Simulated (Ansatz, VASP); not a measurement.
TiAl in VASP and in Ansatz

Contents of INCAR:

```
PREC     = Accurate       # precision mode
ENCUT    = 520            # plane-wave cutoff, eV
EDIFF    = 1E-6           # SCF threshold, eV
ISMEAR   = -1             # smearing method
SIGMA    = 0.05           # smearing width, eV
LREAL    = False          # projectors in reciprocal space
LASPH    = True           # aspherical terms in the spheres
NELM     = 80             # most SCF steps
ALGO     = Fast           # electronic algorithm
ISIF     = 2              # what is computed and relaxed
LWAVE    = False          # write WAVECAR
LCHARG   = True           # write CHGCAR
GGA      = CA             # functional
LELF     = True           # ELF
LVHAR    = True         
NBANDS   = 14             # bands
```

Contents of KPOINTS:

```
Automatic mesh
0
Gamma
  8 8 8
```

File POSCAR:

```
TiAl
1.0
    3.1141669331      0.0000000000      0.0000000000
    0.0000000000      3.1141669331      0.0000000000
    0.0000000000      0.0000000000      3.1141669331
Ti Al
1 1
Direct
    0.0000000000      0.0000000000      0.0000000000
    0.5000000000      0.5000000000      0.5000000000
```

File input.yaml:

```yaml
crystal:
  lattice:
    - [3.1141669331, 0.0, 0.0]
    - [0.0, 3.1141669331, 0.0]
    - [0.0, 0.0, 3.1141669331]
  atoms:
    - { symbol: Ti, position: [0.0, 0.0, 0.0] }
    - { symbol: Al, position: [0.5, 0.5, 0.5] }
kpoints:
  mp_grid: { grid: [8, 8, 8] }
scf:
  occupations: { method: fermi_dirac, width: 0.05 }
hamiltonian:
  xc: lda
  pseudopotentials: { kind: all_electron, lapw: { basis_error: 0.001 } }
output:
  forces: true
  stress: true
  eigenvalues: true
```

Change from the starting cell: volume scaled by 0.94.

Alike in both runs: task single point; functional LDA; k mesh 8 × 8 × 8; occupations fermi-dirac, width 0.05 eV; no spin polarisation.

```csv
,VASP,Ansatz
version,VASP 6.6.1,Ansatz 0.2.0
potentials or method,"VASP PAW LDA potentials, release 64 (Ti_sv, Al)","all-electron LAPW, scalar-relativistic"
plane-wave cutoff (eV),520,see its input
```

Ansatz gave:

- gap on the k mesh at the Fermi level (eV): none
- pressure (GPa): 1.3

Which values does VASP return?

gap on the k mesh at the Fermi level (eV): none; pressure (GPa): 1.5.

A gap of «none» marks a metal or a gap that the smearing closes. Ansatz ran all-electron here, so the differences hold the error of VASP's frozen core and of both bases.
